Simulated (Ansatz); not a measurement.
**CsBr in Ansatz: the effect of functional**

The system is CsBr.

```
Cs Br
1.0
     4.38254    0.00000    0.00000
     0.00000    4.38254    0.00000
     0.00000    0.00000    4.38254
Cs Br
1 1
Direct
  0.00000 0.00000 0.00000
  0.50000 0.50000 0.50000
```

The cell comes from a database or a generator and needn't be the stable form of this composition.

The cell isn't the ideal one: volume scaled by 1.04.

Alike in all runs:

```yaml
Program: Ansatz 0.2.0
Task: single point
Potentials_or_basis: Ansatz PAW
k_mesh: 6 × 6 × 6
Occupations: fermi-dirac, width 0.05 eV
Spin: no spin polarisation
```

Task: One run gave: gap on the mesh 3.88 eV; pressure -2.3 GPa. Which functional did it use?
A. r2SCAN
B. PBEsol
C. LDA

Result: C.

```csv
functional,cutoff,gap on the mesh (eV),pressure (GPa)
r2SCAN,500 eV (not typed: the program's choice for these potentials),5.02,-0.6
LDA,420 eV (not typed: the program's choice for these potentials),3.88,-2.3
PBEsol,420 eV (not typed: the program's choice for these potentials),4.09,-1.2
```

Caveats: spin-orbit coupling is left out, which moves the levels of the heavy elements; the PAW data sets come from PBE, with cores solved anew for the run's functional, which leaves a small shift of forces and pressure.

A k mesh can miss the band edges.
